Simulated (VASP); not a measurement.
# Fe: energy at fixed spin moment, by functional and volume against the source cell

Fe, P6_3/mmc (no. 194), 2 atoms in the cell.

| Functional | Volume against the source cell | Cell | Moment at the minimum, by a parabola in the squared moment through the lowest point and its neighbours (muB per cell) | Energy there by the same parabola, against the smallest moment (meV/atom) | Moment left free (muB per cell) | Time (s) |
|---|---|---|---|---|---|---|
| LDA | 0.97 | volume scaled by 0.97 | 0.00 | 0.0 | 0.00 | 435 |
| PBE | 1 | as given | 0.00 | 0.0 | 0.00 | 444 |
| LDA | 1 | as given | 0.00 | 0.0 | 0.00 | 430 |
| PBE | 1.06 | volume scaled by 1.06 | 0.00 | 0.0 | 0.00 | 498 |

## Input of the first row

INCAR.step1:
```
SYSTEM = Fe
  PREC = Accurate
  ENCUT = 450
  EDIFF = 1E-7
  NELM = 200
  ALGO = Normal
  ISMEAR = 1
  SIGMA = 0.1
  LREAL = .FALSE.
  LASPH = .TRUE.
  LMAXMIX = 4
  LORBIT = 11
  LWAVE = .FALSE.
  LCHARG = .FALSE.
  GGA = CA
  VOSKOWN = 1
  ISPIN = 2
  ISIF = 2
  NUPDOWN = 0.0
  MAGMOM = 0 0
```

INCAR.step2, as INCAR.step1 but for:
```
- NUPDOWN = 0.0
- MAGMOM = 0 0
+ NUPDOWN = 0.75
+ MAGMOM = 0.375 0.375
```

INCAR.step3 to INCAR.step9 change the same tags again: MAGMOM = 0.75 0.75, 1.125 1.125, 1.5 1.5, 1.875 1.875, 2.25 2.25, 2.625 2.625, 3 3; NUPDOWN = 1.5, 2.25, 3.0, 3.75, 4.5, 5.25, 6.0.

INCAR.step10, as INCAR.step9 but for:
```
- NUPDOWN = 6.0
```

KPOINTS:
```
k-points
0
Gamma
  19 19 11
```

POSCAR:
```
Fe
1.0
    2.4095684538      0.0000000000      0.0000000000
   -1.2047842269      2.0867474932      0.0000000000
    0.0000000000      0.0000000000      3.8031243977
Fe
2
Direct
    0.6666666667      0.3333333333      0.7500000000
    0.3333333333      0.6666666667      0.2500000000
```

Commands (each step's output is kept before the next begins):
```
cat potpaw_LDA.64/Fe/POTCAR > POTCAR
cp INCAR.step1 INCAR
mpirun -np 4 vasp_std > vasp.out
rm WAVECAR CHG
cp INCAR.step2 INCAR
mpirun -np 4 vasp_std > vasp.out
rm WAVECAR CHG
cp INCAR.step3 INCAR
mpirun -np 4 vasp_std > vasp.out
rm WAVECAR CHG
cp INCAR.step4 INCAR
mpirun -np 4 vasp_std > vasp.out
rm WAVECAR CHG
cp INCAR.step5 INCAR
mpirun -np 4 vasp_std > vasp.out
rm WAVECAR CHG
cp INCAR.step6 INCAR
mpirun -np 4 vasp_std > vasp.out
rm WAVECAR CHG
cp INCAR.step7 INCAR
mpirun -np 4 vasp_std > vasp.out
rm WAVECAR CHG
cp INCAR.step8 INCAR
mpirun -np 4 vasp_std > vasp.out
rm WAVECAR CHG
cp INCAR.step9 INCAR
mpirun -np 4 vasp_std > vasp.out
rm WAVECAR CHG
cp INCAR.step10 INCAR
mpirun -np 4 vasp_std > vasp.out
```

VASP 6.6.1 took 435 s on 4 cores (AMD EPYC 7R13 (Zen 3)), a shared host.
